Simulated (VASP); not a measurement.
# CdSe (P6_3mc) in VASP: band structure with PBE

Aim: the band structure of CdSe with PBE.

Everything below comes from runs of VASP 6.6.1. Logs are shortened: lines on timing, memory, paths and dates and some standing lists are left out, and cuts for length are marked.

**Measured values to compare with.**

A printed reference work, data compilation reports, for a bulk crystal of CdSe at 2 K: band gap 1.841 eV.

The runs below are set against these values where they give the same quantity.

## Step 1: Starting point

Symmetry: P6_3mc, No. 186, hexagonal system. The conventional cell has a = 4.391 Å, b = 4.391 Å, c = 7.167 Å, α = 90.00°, β = 90.00°, γ = 120.00°. Cd (site symmetry 3m) has 4 Se at 2.69 Å as nearest neighbours. Around Se (site symmetry 3m) lie 4 Cd at 2.69 Å.

## Step 2: Band structure, PBE

POSCAR

```
CdSe                                    
1.0
    4.3910565704      0.0000000000      0.0000000000
   -2.1955282852      3.8027665434      0.0000000000
    0.0000000000      0.0000000000      7.1673846461
  Cd              Se            
     2     2
Direct
     0.3333333300000021    0.6666666699999979    0.0046247146172007
     0.6666666699999979    0.3333333300000021    0.5046247146172007
     0.3333333300000021    0.6666666699999979    0.3803752853827973
     0.6666666699999979    0.3333333300000021    0.8803752853827973
```

INCAR.step1

```
PREC     = Accurate       # precision mode
ENCUT    = 520            # plane-wave cutoff, eV
EDIFF    = 1E-7           # SCF threshold, eV
ISMEAR   = 0              # smearing method
SIGMA    = 0.02           # smearing width, eV
LREAL    = F              # projectors in reciprocal space
LASPH    = T              # aspherical terms in the spheres
NELM     = 80             # most SCF steps
ALGO     = Fast           # electronic algorithm
ISIF     = 2              # what is computed and relaxed
LWAVE    = F              # write WAVECAR
LCHARG   = T              # write CHGCAR
GGA      = PE             # functional
NBANDS   = 26             # bands
```

KPOINTS.step1

```
Automatic mesh
0
Gamma
  9 9 6
```

INCAR.step2

```
PREC     = Accurate       # precision mode
ENCUT    = 520            # plane-wave cutoff, eV
EDIFF    = 1E-7           # SCF threshold, eV
ISMEAR   = 0              # smearing method
SIGMA    = 0.05           # smearing width, eV
LREAL    = F              # projectors in reciprocal space
LASPH    = T              # aspherical terms in the spheres
NELM     = 80             # most SCF steps
ALGO     = Fast           # electronic algorithm
ISIF     = 2              # what is computed and relaxed
LWAVE    = F              # write WAVECAR
LCHARG   = F              # write CHGCAR
GGA      = PE             # functional
NBANDS   = 26             # bands
ICHARG   = 11             # starting density
```

KPOINTS.step2

```
path GMKGALHA,LM,KH
10
line-mode
reciprocal
 0.0000000000  0.0000000000  0.0000000000  G
 0.5000000000  0.0000000000  0.0000000000  M

 0.5000000000  0.0000000000  0.0000000000  M
 0.3333333333  0.3333333333  0.0000000000  K

 0.3333333333  0.3333333333  0.0000000000  K
 0.0000000000  0.0000000000  0.0000000000  G

 0.0000000000  0.0000000000  0.0000000000  G
 0.0000000000  0.0000000000  0.5000000000  A

 0.0000000000  0.0000000000  0.5000000000  A
 0.5000000000  0.0000000000  0.5000000000  L

 0.5000000000  0.0000000000  0.5000000000  L
 0.3333333333  0.3333333333  0.5000000000  H

 0.3333333333  0.3333333333  0.5000000000  H
 0.0000000000  0.0000000000  0.5000000000  A

 0.5000000000  0.0000000000  0.5000000000  L
 0.5000000000  0.0000000000  0.0000000000  M

 0.3333333333  0.3333333333  0.0000000000  K
 0.3333333333  0.3333333333  0.5000000000  H
```

Potentials or basis: VASP PAW PBE potentials, release 64 (Cd, Se).

Started as:

```sh
$ cat potpaw_PBE.64/Cd/POTCAR potpaw_PBE.64/Se/POTCAR > POTCAR
$ cp INCAR.step1 INCAR
$ cp KPOINTS.step1 KPOINTS
$ mpirun -np 1 vasp_std > vasp.out
$ cp INCAR.step2 INCAR
$ cp KPOINTS.step2 KPOINTS
$ mpirun -np 1 vasp_std > vasp.out
```

OUTCAR:

```text
PREC = Accurate
   ENCUT = 520
   EDIFF = 1E-7
   ISMEAR = 0
   LREAL = F
   LASPH = T
   NELM = 80
   ISIF = 2
   GGA = PE
   ICHARG = 11

 ion  position               nearest neighbor table
   1  0.333  0.667  0.005-   4 2.69   4 2.69   4 2.69   3 2.69
   2  0.667  0.333  0.505-   3 2.69   3 2.69   3 2.69   4 2.69
   3  0.333  0.667  0.380-   2 2.69   2 2.69   2 2.69   1 2.69
   4  0.667  0.333  0.880-   1 2.69   1 2.69   1 2.69   2 2.69

  LATTYP: Found a hexagonal cell.
 ALAT       =     4.3910565704
 C/A-ratio  =     1.6322688016

  Lattice vectors:

 A1 = (   4.3910565704,   0.0000000000,   0.0000000000)
 A2 = (  -2.1955282852,   3.8027665434,   0.0000000000)
 A3 = (   0.0000000000,   0.0000000000,   7.1673846461)

Analysis of symmetry for initial positions (statically):
=====================================================================
 Subroutine PRICEL returns:
 Original cell was already a primitive cell.

 Routine SETGRP: Setting up the symmetry group for a
 hexagonal supercell.

 Subroutine GETGRP returns: Found 12 space group operations
 (whereof  6 operations were pure point group operations)
 out of a pool of 24 trial point group operations.

The static configuration has the point symmetry C_3v.
 The point group associated with its full space group is C_6v.

Analysis of symmetry for dynamics (positions and initial velocities):
=====================================================================
 Subroutine PRICEL returns:
 Original cell was already a primitive cell.

 Routine SETGRP: Setting up the symmetry group for a
 hexagonal supercell.

 Subroutine GETGRP returns: Found 12 space group operations
 (whereof  6 operations were pure point group operations)
 out of a pool of 24 trial point group operations.

The dynamic configuration has the point symmetry C_3v.
 The point group associated with its full space group is C_6v.

 Subroutine INISYM returns: Found 12 space group operations
 (whereof  6 operations are pure point group operations),
 and found     1 'primitive' translations

----------------------------------------------------------------------------------------

                                     Primitive cell

  volume of cell :     119.6822

  direct lattice vectors                    reciprocal lattice vectors
     4.391056570  0.000000000  0.000000000     0.227735622  0.131483223  0.000000000
    -2.195528285  3.802766543  0.000000000     0.000000000  0.262966445  0.000000000
     0.000000000  0.000000000  7.167384646     0.000000000  0.000000000  0.139520906

  length of vectors
     4.391056570  4.391056574  7.167384646     0.262966445  0.262966445  0.139520906

  position of ions in fractional coordinates (direct lattice)
     0.333333330  0.666666670  0.004624715
     0.666666670  0.333333330  0.504624715
     0.333333330  0.666666670  0.380375285
     0.666666670  0.333333330  0.880375285

  ion indices of the primitive-cell ions
   primitive index   ion index
                 1           1
                 2           2
                 3           3
                 4           4

----------------------------------------------------------------------------------------

 KPOINTS: path GMKGALHA,LM,KH

Interpolating k-points between supplied coordinates.

 Line segments in fractional coordinates (reciprocal lattice):
    0.000000  0.000000  0.000000  ...  0.500000  0.000000  0.000000
    0.500000  0.000000  0.000000  ...  0.333333  0.333333  0.000000
    0.333333  0.333333  0.000000  ...  0.000000  0.000000  0.000000
    0.000000  0.000000  0.000000  ...  0.000000  0.000000  0.500000
    0.000000  0.000000  0.500000  ...  0.500000  0.000000  0.500000
    0.500000  0.000000  0.500000  ...  0.333333  0.333333  0.500000
    0.333333  0.333333  0.500000  ...  0.000000  0.000000  0.500000
    0.500000  0.000000  0.500000  ...  0.500000  0.000000  0.000000
    0.333333  0.333333  0.000000  ...  0.333333  0.333333  0.500000

 Generated    10 points on each line segment, for a total of     90 k-points:

 Following reciprocal coordinates:
            Coordinates               Weight
  0.000000  0.000000  0.000000      0.011111
  0.055556  0.000000  0.000000      0.011111
  0.111111  0.000000  0.000000      0.011111
  0.166667  0.000000  0.000000      0.011111
  0.222222  0.000000  0.000000      0.011111
  0.277778  0.000000  0.000000      0.011111
[... 16 lines left out ...]
  0.259259  0.259259  0.000000      0.011111
  0.222222  0.222222  0.000000      0.011111
 [... further k-points ...]
   k-points           NKPTS =     90   k-points in BZ     NKDIM =     90   number of bands    NBANDS=     26
   number of dos      NEDOS =    301   number of ions     NIONS =      4
   total plane-waves  NPLWV =  69984
   dimension x,y,z NGX =    36 NGY =   36 NGZ =   54
   dimension x,y,z NGXF=    72 NGYF=   72 NGZF=  108
   ions per type =               2   2
   NGX,Y,Z   is equivalent  to a cutoff of  13.63, 13.63, 12.53 a.u.
   NGXF,Y,Z  is equivalent  to a cutoff of  27.26, 27.26, 25.05 a.u.
 SYSTEM =  unknown system
   PREC   = accura    normal or accurate (medium, high low for compatibility)
   ISTART =      0    job   : 0-new  1-cont  2-samecut
   ICHARG =     11    charge: 1-file 2-atom 10-const
   ISPIN  =      1    spin polarized calculation?
   LNONCOLLINEAR =      F non collinear calculations
   LSORBIT =      F    spin-orbit coupling
   LASPH  =      T    aspherical Exc in radial PAW
   ENCUT  =  520.0 eV  38.22 Ry    6.18 a.u.   8.16  8.16 13.33*2*pi/ulx,y,z
   NELM   =     80;   NELMIN=  2; NELMDL=  0     # of ELM steps
   EDIFF  = 0.1E-06   stopping-criterion for ELM
   LREAL  =      F    real-space projection
[... 7 lines left out ...]
   TEBEG  =    0.0;   TEEND  =   0.0 temperature during run
   PSTRESS=    0.0 pullay stress
   NELECT =      36.0000    total number of electrons
   NUPDOWN=      -1.0000    fix difference up-down
   EMIN   =  10.00;   EMAX   =-10.00  energy-range for DOS
   EFERMI =   0.00;   METHOD = LEGACY
   ISMEAR =     0;   SIGMA  =   0.05  broadening in eV -4-tet -1-fermi 0-gaus
   EFERMI_NEDOS =   21; number of points for ismear=-14 and -15
   IALGO  =     68    algorithm
   IMIX   =      4    mixing-type and parameters
     AMIX     =   0.40;   BMIX     =  1.00
     AMIX_MAG =   1.60;   BMIX_MAG =  1.00
  volume/ion in A,a.u.               =      29.92       201.91
  Fermi-wavevector in a.u.,A,eV,Ry     =   1.096897  2.072835 16.370300  1.203183
  Thomas-Fermi vector in A             =   2.233247
   LORBIT       =      0    0 simple, 1 ext, 2 COOP (PROOUT), +10 PAW based schemes
   GGA     = PE    functional components
   LHFCALC =     F    Hartree Fock is set to
   AEXX    =    0.0000 exact exchange contribution
   IVDW    =     0    specifies the selected vdW correction
   LEPSILON=     F    determine dielectric tensor
   LRPA    =     F    only Hartree local field effects (RPA)
 non-spin polarized calculation
 RMM-DIIS sequential band-by-band and
 Gauss-broadening in eV      SIGMA  =   0.05
  energy-cutoff  :      520.00
  volume of cell :      119.68
 maximum number of plane-waves:      3252
 NGX is ok and might be reduce to    36

 number of electron      36.0000005 magnetization

 Free energy of the ion-electron system (eV)
  ---------------------------------------------------
  ext. energy  EPLUGINS =         0.00000000
  ---------------------------------------------------
  free energy    TOTEN  =       -10.25864298 eV

  energy without entropy =      -10.25864298  energy(sigma->0) =      -10.25864298

 E-fermi :   0.7135     XC(G=0):  -8.6018

 val. band max:        0.4751852316   @ k =   0.0000   0.0000   0.0000
 cond. band min:       1.0045497241   @ k =   0.0000   0.0000   0.0000
 fundamental gap:      0.5293644924
 Fermi energy:         0.7135177558

 k-point     1 :       0.0000    0.0000    0.0000
  band No.  band energies     occupation
      1     -11.7978      2.00000
      2     -11.4732      2.00000
      3      -7.2671      2.00000
      4      -7.2618      2.00000
      5      -7.2618      2.00000
      6      -7.2048      2.00000
[... 18 lines left out ...]
     25       7.4241      0.00000
     26       7.9524      0.00000

 k-point     2 :       0.0556    0.0000    0.0000
  band No.  band energies     occupation
      1     -11.7894      2.00000
      2     -11.4692      2.00000
      3      -7.2651      2.00000
      4      -7.2587      2.00000
      5      -7.2544      2.00000
      6      -7.2012      2.00000
[... 18 lines left out ...]
     25       7.4932      0.00000
     26       7.9002      0.00000

 k-point     3 :       0.1111    0.0000    0.0000
  band No.  band energies     occupation
      1     -11.7648      2.00000
      2     -11.4580      2.00000
      3      -7.2574      2.00000
      4      -7.2501      2.00000
      5      -7.2344      2.00000
      6      -7.1903      2.00000
[... 18 lines left out ...]
     25       7.6932      0.00000
     26       7.7641      0.00000

 k-point     4 :       0.1667    0.0000    0.0000
  band No.  band energies     occupation
      1     -11.7265      2.00000
      2     -11.4412      2.00000
      3      -7.2454      2.00000
      4      -7.2376      2.00000
      5      -7.2020      2.00000
      6      -7.1713      2.00000
[... 18 lines left out ...]
     25       7.5984      0.00000
     26       8.0049      0.00000

 k-point     5 :       0.2222    0.0000    0.0000
  band No.  band energies     occupation
      1     -11.6781      2.00000
      2     -11.4217      2.00000
      3      -7.2318      2.00000
      4      -7.2234      2.00000
      5      -7.1639      2.00000
      6      -7.1489      2.00000
[... 18 lines left out ...]
     25       7.5758      0.00000
     26       8.4004      0.00000

 k-point     6 :       0.2778    0.0000    0.0000
  band No.  band energies     occupation
      1     -11.6246      2.00000
      2     -11.4027      2.00000
      3      -7.2187      2.00000
      4      -7.2100      2.00000
      5      -7.1342      2.00000
      6      -7.1257      2.00000
[... 427 lines left out ...]
 k-point    21 :       0.3333    0.3333    0.0000
  band No.  band energies     occupation
      1     -11.4016      2.00000
      2     -11.4016      2.00000
      3      -7.2111      2.00000
      4      -7.1080      2.00000
      5      -7.1080      2.00000
      6      -7.0690      2.00000
[... 18 lines left out ...]
     25       7.9741      0.00000
     26       7.9748      0.00000

 k-point    22 :       0.2963    0.2963    0.0000
  band No.  band energies     occupation
      1     -11.4286      2.00000
      2     -11.3840      2.00000
      3      -7.2098      2.00000
      4      -7.1290      2.00000
      5      -7.0941      2.00000
      6      -7.0705      2.00000
[... 18 lines left out ...]
     25       7.7374      0.00000
     26       8.6661      0.00000

 k-point    23 :       0.2593    0.2593    0.0000
  band No.  band energies     occupation
      1     -11.4682      2.00000
      2     -11.3754      2.00000
      3      -7.2074      2.00000
      4      -7.1517      2.00000
      5      -7.0927      2.00000
      6      -7.0771      2.00000
[... 18 lines left out ...]
     25       7.8320      0.00000
     26       9.0669      0.00000

 k-point    24 :       0.2222    0.2222    0.0000
  band No.  band energies     occupation
      1     -11.5200      2.00000
      2     -11.3775      2.00000
      3      -7.2064      2.00000
      4      -7.1749      2.00000
      5      -7.1025      2.00000
      6      -7.0913      2.00000
[... 18 lines left out ...]
     25       7.9753      0.00000
     26       8.8640      0.00000

 [... further k-points ...]
[... 5 lines left out ...]
  --------------------------------------------------------------------------------------
  -------------------------------------------------------------------------------------
  Total        1.9656138      1.9656138      0.6869675      0.0000000      0.0000000      0.0000000
  in kB       26.3135449     26.3135449      9.1963901      0.0000000      0.0000000      0.0000000
  external PRESSURE =      20.6078266 kB  Pullay stress =       0.0000000 kB

 VOLUME and BASIS-vectors are now :
 -----------------------------------------------------------------------------
  energy-cutoff  :      520.00
  volume of cell :      119.68
      direct lattice vectors                 reciprocal lattice vectors
     4.391056570  0.000000000  0.000000000     0.227735622  0.131483223  0.000000000
    -2.195528285  3.802766543  0.000000000     0.000000000  0.262966445  0.000000000
     0.000000000  0.000000000  7.167384646     0.000000000  0.000000000  0.139520906

 POSITION                                       TOTAL-FORCE (eV/Angst)
 -----------------------------------------------------------------------------------
     -0.00000      2.53518      0.03315        -0.000000      0.000000      0.208795
      2.19553      1.26759      3.61684         0.000000     -0.000000      0.208795
     -0.00000      2.53518      2.72630         0.000000     -0.000000     -0.208795
      2.19553      1.26759      6.30999         0.000000     -0.000000     -0.208795
 -----------------------------------------------------------------------------------
    total drift:                               -0.000013      0.000008     -0.054515

  FREE ENERGIE OF THE ION-ELECTRON SYSTEM (eV)
  ---------------------------------------------------
  free  energy   TOTEN  =       -10.2586429800 eV

  energy  without entropy=      -10.2586429800  energy(sigma->0) =      -10.25864298
```

It took 2.5 min on 1 thread of Intel Xeon 6975P-C (Granite Rapids), shared host; peak memory 0.4 GiB.

Results:

* Band gap on the k mesh: 0.53 eV, direct
* Band gap along the path: 0.53 eV, direct

Levels at the corners of the path, in eV from the valence-band top:
```csv
point,band 14,band 15,band 16,band 17,band 18,band 19,band 20,band 21,band 22,band 23
Γ,-0.68,-0.68,-0.04,0.00,0.00,0.53,2.14,5.85,5.85,6.12
M,-3.40,-2.40,-1.66,-1.19,-0.67,3.08,3.33,4.78,5.92,6.43
M,-3.40,-2.40,-1.66,-1.19,-0.67,3.08,3.33,4.78,5.92,6.43
K,-3.55,-2.74,-1.68,-1.68,-1.51,4.35,4.53,4.53,6.91,6.99
K,-3.55,-2.74,-1.68,-1.68,-1.51,4.35,4.53,4.53,6.91,6.99
Γ,-0.68,-0.68,-0.04,0.00,0.00,0.53,2.14,5.85,5.85,6.12
Γ,-0.68,-0.68,-0.04,0.00,0.00,0.53,2.14,5.85,5.85,6.12
A,-2.51,-0.35,-0.35,-0.35,-0.35,2.25,2.25,5.75,5.75,6.24
A,-2.51,-0.35,-0.35,-0.35,-0.35,2.25,2.25,5.75,5.75,6.24
L,-3.91,-1.23,-1.23,-1.20,-1.20,2.89,2.89,4.83,4.83,7.55
L,-3.91,-1.23,-1.23,-1.20,-1.20,2.89,2.89,4.83,4.83,7.55
H,-3.82,-2.19,-2.19,-1.00,-1.00,3.64,3.64,5.81,5.81,6.10
H,-3.82,-2.19,-2.19,-1.00,-1.00,3.64,3.64,5.81,5.81,6.10
A,-2.51,-0.35,-0.35,-0.35,-0.35,2.25,2.25,5.75,5.75,6.24
L,-3.91,-1.23,-1.23,-1.20,-1.20,2.89,2.89,4.83,4.83,7.55
M,-3.40,-2.40,-1.66,-1.19,-0.67,3.08,3.33,4.78,5.92,6.43
K,-3.55,-2.74,-1.68,-1.68,-1.51,4.35,4.53,4.53,6.91,6.99
H,-3.82,-2.19,-2.19,-1.00,-1.00,3.64,3.64,5.81,5.81,6.10
```

Caveat: the log is that of the step along the path at fixed density, whose energy, stress, charges and moments have no meaning.

## Step 3: How close it comes

Step 2. Measured gap of CdSe: 1.841 eV (2 K; a printed reference work, data compilation). This calculation gives 0.53 eV (-1.31 eV). So large a miss can be the level of theory's own, or it may mean another phase, state or a wrong row. Spin-orbit coupling on Cd, Se is left out. The value is that of PBE, without temperature or zero-point motion. Semilocal functionals fall short of measured gaps as a rule.
